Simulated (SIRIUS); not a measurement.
InP under changes of volume

One of the cells (25.670 Å³/atom); the others are scaled copies at fixed shape and fractional positions:

```xyz
2
Lattice="0.0000 2.9499 2.9499 2.9499 0.0000 2.9499 2.9499 2.9499 0.0000" Properties=species:S:1:pos:R:3 pbc="T T T"
In    0.0000    0.0000    0.0000
P     4.4249    4.4249    4.4249
```

| Quantity | Value |
| --- | --- |
| Program | SIRIUS 7.12.0 |
| Functional | PBEsol |
| Potentials or basis | all-electron FP-LAPW |
| Cutoff | 172 eV |
| Basis | apw+lo standard |
| k mesh | 8 × 8 × 8 |
| Occupations | fermi-dirac, width 0.05 eV |
| Spin | no spin polarisation |

| volume (Å³/atom) | energy over the lowest point (meV/atom) | gap on the mesh (eV) |
| --- | --- | --- |
| 23.657 | 27.05 | 0.94 |
| 24.160 | 12.65 | 0.83 |
| 24.663 | 3.56 | 0.72 |
| 25.670 | 0.00 | 0.50 |
| 26.173 | ? | ? |
| 26.677 | 11.92 | 0.30 |

Q: What does the run at 26.173 Å³/atom give?

A: Energy over the lowest point 4.22 meV/atom; gap on the mesh 0.40 eV.

Worked out: A Birch-Murnaghan fit of order 3 (a polynomial in V^(-2/3)) to the other rows has its minimum at 25.37 Å³/atom with B0 = V·E''(V) = 67 GPa and B' = 5.0. It gives 4.22 meV/atom at 26.173 Å³/atom, against the run's 4.22. A straight line through the other rows of the gap, of slope -5.35 eV per unit of ln V (its deformation potential), gives 0.40 eV, against the run's 0.40.

Energies are extrapolated to zero smearing.

Caveats: spin-orbit coupling is left out, which moves the levels of the heavy elements.
